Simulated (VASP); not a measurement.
Input:

```yaml
crystal:
  lattice:
    - [4.40843, 0.00000, 0.00000]
    - [0.00000, 4.40843, 0.00000]
    - [0.00000, 0.00000, 4.40843]
  atoms:
    - { symbol: Cs, position: [0.00000, 0.00000, 0.00000] }
    - { symbol: I, position: [0.50000, 0.50000, 0.50000] }
```

Method: LDA (Ceperley-Alder, Perdew-Zunger), VASP's LDA PAW potentials (set 64) (plane waves; VASP 6.6.1). Settings: 400 eV cut-off, 8×8×8 Γ-centred mesh, Gaussian smearing of 0.010 eV, potentials Cs_sv I.

Question: Give the direction-averaged independent-particle dielectric function (no local fields, no excitons; a broadening of 0.1 eV leaves a tail below the gap, and fine structure carries the noise of the k-mesh).

Answer: 
```
ħω (eV)     ε₁    ε₂
-------  -----  ----
0.00      4.14  0.00
0.30      4.15  0.00
0.70      4.18  0.01
1.10      4.23  0.02
1.50      4.31  0.02
1.90      4.42  0.03
2.20      4.53  0.04
2.60      4.72  0.06
3.00      5.00  0.08
3.40      5.41  0.14
3.80      6.14  0.42
4.10      6.45  0.85
4.50      7.03  1.38
4.90      7.80  3.25
5.30      7.44  4.97
5.70      5.28  7.42
6.00      3.03  7.50
6.40      2.26  6.12
6.80      1.22  5.27
7.20      1.72  5.39
7.60     -0.79  7.08
7.90     -1.66  3.69
8.30     -0.74  2.63
8.70     -0.09  1.84
9.10      0.34  1.60
9.50      0.73  1.54
9.80      0.68  1.18
10.20     1.50  1.30
10.60     2.04  1.66
11.00     2.13  2.60
11.40     1.65  3.22
11.80     0.85  3.03
```
ε₂ peaks at 5.8 eV (height 7.8), 7.6 eV (height 7.1); ε₁(0) averages 4.14, so the electronic refractive index below the gap tends to √4.14 = 2.04.

The compound is CsI in the CsCl type structure. It was relaxed first, which changed the volume by -10 %.
